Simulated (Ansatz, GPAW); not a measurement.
# One calculation of AlCu3, 3 ways

```
Cu Al
1.0
     0.00000    2.88801    2.88801
     2.88801    0.00000    2.88801
     2.88801    2.88801    0.00000
Cu Al
3 1
Cartesian
  4.3320 4.3320 4.3320
  1.4440 1.4440 1.4440
  2.8880 2.8880 2.8880
  0.0000 0.0000 0.0000
```

The cell comes from a database or a generator and needn't be the stable form of this composition.

Alike in all runs: task equation of state; functional LDA; k mesh 8 × 8 × 8; occupations fermi-dirac, width 0.05 eV; no spin polarisation; no spin-orbit coupling. LDA stands for any of its common fits.

| program and potentials | plane-wave cutoff (eV) | notes | equilibrium volume (Å³/atom) | bulk modulus (GPa) |
| --- | --- | --- | --- | --- |
| Ansatz, Ansatz PAW | 420 | potentials made for PBE, which Ansatz adapts in part | 11.56 | 167.3 |
| Ansatz, all-electron LAPW, scalar-relativistic | - | - | 11.56 | 167.4 |
| GPAW, the program's PAW data sets (release 1.2.1) made for this functional | 600 | - | 11.65 | 165.7 |

The equilibrium volume spans 11.56 (Ansatz, all-electron LAPW, scalar-relativistic) to 11.65 Å³/atom (GPAW, the program's PAW data sets (release 1.2.1) made for this functional), with all-electron results at 11.56. The bulk modulus spans 165.7 (GPAW, the program's PAW data sets (release 1.2.1) made for this functional) to 167.4 GPa (Ansatz, all-electron LAPW, scalar-relativistic), with all-electron results at 167.4. For a metal such a mesh isn't converged, which the comparison doesn't need.

Differences between rows come from potentials, basis sets and numerical settings, since the functional is the same but for its coding. Runs on potential files found faulty are left out.
